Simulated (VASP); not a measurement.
MgF$_{2}$ (measured structure): a PBE single-point calculation in VASP

INCAR

```
PREC = Accurate
NBANDS = 25
ISMEAR = -1
LCHARG = .FALSE.
LASPH = .TRUE.
EDIFF = 1E-7
SIGMA = 0.02
LWAVE = .FALSE.
NELM = 120
GGA = PE
ENCUT = 520
ISIF = 2
LREAL = .FALSE.
IBRION = -1
NSW = 0
```

KPOINTS

```
KPOINTS created by Atomic Simulation Environment
0
Gamma
6 6 8
0 0 0
```

KPOINTS_OPT

```
special points
6
Reciprocal
0.0000000000 0.0000000000 0.0000000000 1
0.0000000000 0.5000000000 0.0000000000 1
0.5000000000 0.5000000000 0.0000000000 1
0.0000000000 0.0000000000 0.5000000000 1
0.0000000000 0.5000000000 0.5000000000 1
0.5000000000 0.5000000000 0.5000000000 1
```

POSCAR

```
Mg F
 1.0000000000000000
     4.6220162607610797   -0.0000000000000000    0.0000000000000000
    -0.0000000000000000    4.6220162607610797    0.0000000000000000
     0.0000000000000000    0.0000000000000000    3.0461115456709704
 Mg  F
   2   4
Cartesian
  0.0000000000000000 -0.0000000000000000  0.0000000000000000
  2.3110081303805394  2.3110081303805394  1.5230557728354852
  1.4002426222257003  1.4002426222257003  0.0000000000000000
  0.9107655081548390  3.7112507526062397  1.5230557728354852
  3.2217736385353786  3.2217736385353786  0.0000000000000000
  3.7112507526062397  0.9107655081548390  1.5230557728354852
```

VASP ran with the recommended PBE PAW datasets (32 valence electrons in the cell).

Command

```
mpirun -np 1 vasp_std
```

OSZICAR

```
N       E                     dE             d eps       ncg     rms          rms(c)
DAV:   1     0.163750843143E+03    0.16375E+03   -0.17937E+04  2644   0.121E+03
DAV:   2    -0.262026254220E+02   -0.18995E+03   -0.18323E+03  3039   0.284E+02
DAV:   3    -0.340489553075E+02   -0.78463E+01   -0.78236E+01  3165   0.557E+01
DAV:   4    -0.340896439448E+02   -0.40689E-01   -0.40685E-01  2801   0.459E+00
DAV:   5    -0.340898438555E+02   -0.19991E-03   -0.19991E-03  3057   0.314E-01    0.101E+01
DAV:   6    -0.314530928345E+02    0.26368E+01   -0.81267E+00  2872   0.205E+01    0.296E+00
DAV:   7    -0.314742649671E+02   -0.21172E-01   -0.91733E-02  2643   0.196E+00    0.190E+00
DAV:   8    -0.315046828933E+02   -0.30418E-01   -0.56279E-02  2585   0.227E+00    0.205E-01
DAV:   9    -0.315047885783E+02   -0.10568E-03   -0.11669E-03  3230   0.241E-01    0.791E-02
DAV:  10    -0.315052896874E+02   -0.50111E-03   -0.45746E-04  2599   0.150E-01    0.178E-02
DAV:  11    -0.315052892131E+02    0.47431E-06   -0.83023E-06  3167   0.248E-02    0.332E-03
DAV:  12    -0.315052897044E+02   -0.49130E-06   -0.11098E-06  2631   0.810E-03    0.933E-04
DAV:  13    -0.315052896981E+02    0.62769E-08   -0.91984E-08  2356   0.235E-03
   1 F= -.31505290E+02 E0= -.31505290E+02  d E =-.771825E-11
       N       E                     dE             ncg
DAV:   1     0.248726253910E+04   -0.52014E+04      308
DAV:   2     0.131832727014E+04   -0.11689E+04      372
DAV:   3     0.127025748917E+04   -0.48070E+02      389
DAV:   4     0.126998652323E+04   -0.27097E+00      318
DAV:   5     0.126998513717E+04   -0.13861E-02      372
DAV:   6     0.126998512747E+04   -0.97016E-05      338
DAV:   7     0.126998512740E+04   -0.77276E-07      285
```

From OUTCAR

```
k-points           NKPTS =     50   k-points in BZ     NKDIM =     50   number of bands    NBANDS=     25

   NELECT =      32.0000    total number of electrons

   dimension x,y,z NGX =    36 NGY =   36 NGZ =   24
   dimension x,y,z NGXF=    72 NGYF=   72 NGZF=   48

  energy-cutoff  :      520.00
  volume of cell :       65.07
      direct lattice vectors                 reciprocal lattice vectors
     4.622016261  0.000000000  0.000000000     0.216355794  0.000000000  0.000000000
     0.000000000  4.622016261  0.000000000     0.000000000  0.216355794  0.000000000
     0.000000000  0.000000000  3.046111546     0.000000000  0.000000000  0.328287387

 k-points in reciprocal lattice and weights: KPOINTS created by Atomic Simulation Env
   0.00000000  0.00000000  0.00000000       0.003
   0.16666667  0.00000000  0.00000000       0.014
   0.33333333  0.00000000  0.00000000       0.014
   0.50000000  0.00000000  0.00000000       0.007
   0.16666667  0.16666667  0.00000000       0.014
   0.33333333  0.16666667  0.00000000       0.028
   0.50000000  0.16666667  0.00000000       0.014
   0.33333333  0.33333333  0.00000000       0.014
   ...

 E-fermi :  -0.7911

 k-point     1 :       0.0000    0.0000    0.0000
  band No.  band energies     occupation
      1     -21.9500      2.00000
      2     -21.1426      2.00000
      3     -21.1426      2.00000
      4     -21.0491      2.00000
      5      -5.2787      2.00000
      6      -3.7012      2.00000
      7      -3.2952      2.00000
      8      -3.2952      2.00000
      9      -3.0957      2.00000
     10      -3.0676      2.00000
     11      -2.4169      2.00000
     12      -2.4169      2.00000
     13      -1.9187      2.00000
     14      -1.5126      2.00000
     15      -1.5126      2.00000
     16      -1.1903      2.00000
     17       5.9285      0.00000
     18      11.0834      0.00000
     19      11.0834      0.00000
     20      12.5713      0.00000
     21      13.2902      0.00000
     22      14.6483      0.00000
     23      14.8377      0.00000
     24      17.3552      0.00000
     25      17.3552      0.00000

 k-point     2 :       0.1667    0.0000    0.0000
  band No.  band energies     occupation
      1     -21.9051      2.00000
      2     -21.2302      2.00000
      3     -21.1302      2.00000
      4     -21.0251      2.00000
      5      -5.1754      2.00000
      6      -3.6636      2.00000
      7      -3.6414      2.00000
      8      -3.1439      2.00000
      9      -3.0537      2.00000
     10      -2.7978      2.00000
     11      -2.4665      2.00000
     12      -2.3842      2.00000
     13      -1.9524      2.00000
     14      -1.7560      2.00000
     15      -1.5333      2.00000
     16      -1.2587      2.00000
     17       6.2768      0.00000
     18      10.5867      0.00000
     19      11.2617      0.00000
     20      12.6781      0.00000
     21      13.5882      0.00000
     22      14.7360      0.00000
     23      14.8371      0.00000
     24      17.0872      0.00000
     25      17.4597      0.00000

 k-point     3 :       0.3333    0.0000    0.0000
  band No.  band energies     occupation
      1     -21.7796      2.00000
      2     -21.4013      2.00000
      3     -21.0972      2.00000
      4     -21.0253      2.00000
      5      -4.9019      2.00000
      6      -4.0969      2.00000
      7      -3.4420      2.00000
      8      -2.9367      2.00000
      9      -2.8313      2.00000
     10      -2.5984      2.00000
     11      -2.5801      2.00000
     12      -2.3277      2.00000
     13      -2.2941      2.00000
     14      -2.0445      2.00000
     15      -1.5768      2.00000
     16      -1.4297      2.00000
     17       7.1718      0.00000
     18       9.5475      0.00000
     19      11.7463      0.00000
     20      12.6930      0.00000
     21      14.0935      0.00000
     22      14.5507      0.00000
     23      15.4883      0.00000
     24      16.7476      0.00000
     25      17.2426      0.00000

 k-point     4 :       0.5000    0.0000    0.0000
  band No.  band energies     occupation
      1     -21.5988      2.00000
      2     -21.5988      2.00000
      3     -21.0560      2.00000
      4     -21.0560      2.00000
      5      -4.5279      2.00000
      6      -4.5279      2.00000
      7      -2.9709      2.00000
      8      -2.9709      2.00000
      9      -2.7712      2.00000
     10      -2.7712      2.00000
     11      -2.5750      2.00000
     12      -2.5750      2.00000
     13      -2.1699      2.00000
     14      -2.1699      2.00000
     15      -1.5700      2.00000
     16      -1.5700      2.00000
     17       8.3395      0.00000
     18       8.3395      0.00000
     19      12.3392      0.00000
     20      12.3392      0.00000
     21      14.3842      0.00000
     22      14.3842      0.00000
     23      16.4306      0.00000
     24      16.4306      0.00000
     25      17.2866      0.00000

 k-point     5 :       0.1667    0.1667    0.0000
  band No.  band energies     occupation
      1     -21.8626      2.00000
      2     -21.2578      2.00000
      3     -21.1562      2.00000
      4     -21.0204      2.00000
      5      -5.0788      2.00000
      6      -3.7642      2.00000
      7      -3.6489      2.00000
      8      -3.0698      2.00000
      9      -3.0121      2.00000
     10      -2.6595      2.00000
     11      -2.4360      2.00000
     12      -2.4298      2.00000
     13      -1.9874      2.00000
     14      -1.9354      2.00000
     15      -1.5881      2.00000
     16      -1.3219      2.00000
     17       6.5999      0.00000
     18      10.7437      0.00000
     19      10.7916      0.00000
     20      12.7523      0.00000
     21      13.9157      0.00000
     22      14.5894      0.00000
     23      14.9890      0.00000
     24      17.2728      0.00000
     25      17.2807      0.00000

 k-point     6 :       0.3333    0.1667    0.0000
  band No.  band energies     occupation
      1     -21.7432      2.00000
      2     -21.3923      2.00000
      3     -21.1342      2.00000
      4     -21.0391      2.00000
      5      -4.8242      2.00000
      6      -4.1029      2.00000
      7      -3.4682      2.00000
      8      -2.8965      2.00000
      9      -2.7910      2.00000
     10      -2.5763      2.00000
     11      -2.5628      2.00000
     12      -2.3479      2.00000
     13      -2.3403      2.00000
     14      -2.0829      2.00000
     15      -1.6530      2.00000
     16      -1.4849      2.00000
     17       7.4450      0.00000
     18       9.7448      0.00000
     19      11.2687      0.00000
     20      12.5479      0.00000
     21      14.4805      0.00000
     22      14.5965      0.00000
     23      15.5364      0.00000
     24      16.9869      0.00000
     25      17.2240      0.00000

 k-point     7 :       0.5000    0.1667    0.0000
  band No.  band energies     occupation
      1     -21.5732      2.00000
      2     -21.5732      2.00000
      3     -21.0840      2.00000
      4     -21.0840      2.00000
      5      -4.4816      2.00000
      6      -4.4816      2.00000
      7      -3.0542      2.00000
      8      -3.0542      2.00000
      9      -2.7332      2.00000
     10      -2.7332      2.00000
     11      -2.4969      2.00000
     12      -2.4969      2.00000
     13      -2.2124      2.00000
     14      -2.2124      2.00000
     15      -1.6345      2.00000
     16      -1.6345      2.00000
     17       8.5678      0.00000
     18       8.5678      0.00000
     19      11.9474      0.00000
     20      11.9474      0.00000
     21      14.7113      0.00000
     22      14.7113      0.00000
     23      16.5172      0.00000
     24      16.5172      0.00000
     25      17.3437      0.00000

 k-point     8 :       0.3333    0.3333    0.0000
  band No.  band energies     occupation
      1     -21.6436      2.00000
      2     -21.4059      2.00000
      3     -21.1832      2.00000
      4     -21.0863      2.00000
      5      -4.6230      2.00000
      6      -4.1708      2.00000
      7      -3.4582      2.00000
      8      -2.8521      2.00000
      9      -2.7848      2.00000
     10      -2.5799      2.00000
     11      -2.4728      2.00000
     12      -2.4555      2.00000
     13      -2.2443      2.00000
     14      -2.1870      2.00000
     15      -1.8045      2.00000
     16      -1.6358      2.00000
     17       8.1816      0.00000
     18      10.2558      0.00000
     19      10.3355      0.00000
     20      11.9240      0.00000
     21      14.9916      0.00000
     22      15.4096      0.00000
     23      15.7015      0.00000
     24      17.0753      0.00000
     25      17.1940      0.00000

 ...

  Total        1.5909498      1.5909498      1.7718551     -0.0000000      0.0000000      0.0000000
  in kB       39.1704287     39.1704287     43.6244590     -0.0000000      0.0000000      0.0000000
  external PRESSURE =      40.6551055 kB  Pullay stress =       0.0000000 kB

 POSITION                                       TOTAL-FORCE (eV/Angst)
 -----------------------------------------------------------------------------------
      0.00000      0.00000      0.00000         0.000000      0.000000     -0.000000
      2.31101      2.31101      1.52306         0.000000      0.000000     -0.000000
      1.40024      1.40024      0.00000        -0.018380     -0.018380      0.000000
      0.91077      3.71125      1.52306         0.018380     -0.018380      0.000000
      3.22177      3.22177      0.00000         0.018380      0.018380     -0.000000
      3.71125      0.91077      1.52306        -0.018380      0.018380     -0.000000
 -----------------------------------------------------------------------------------
    total drift:                                0.000000      0.000000      0.000000

  FREE ENERGIE OF THE ION-ELECTRON SYSTEM (eV)
  ---------------------------------------------------
  free  energy   TOTEN  =       -31.5052896981 eV

  energy  without entropy=      -31.5052896981  energy(sigma->0) =      -31.50528970
```

The gap between bands v and c is 7.12 eV. The least direct gap is 7.12 eV, the pressure is 4.1 GPa and the largest force is 0.03 eV/Å.

Band v is the last that the valence electrons fill when counted band by band, and c is the next.

The run took about 49 s on one core of a shared host (Intel Xeon Platinum 8488C) and held 0.25 GiB at most.
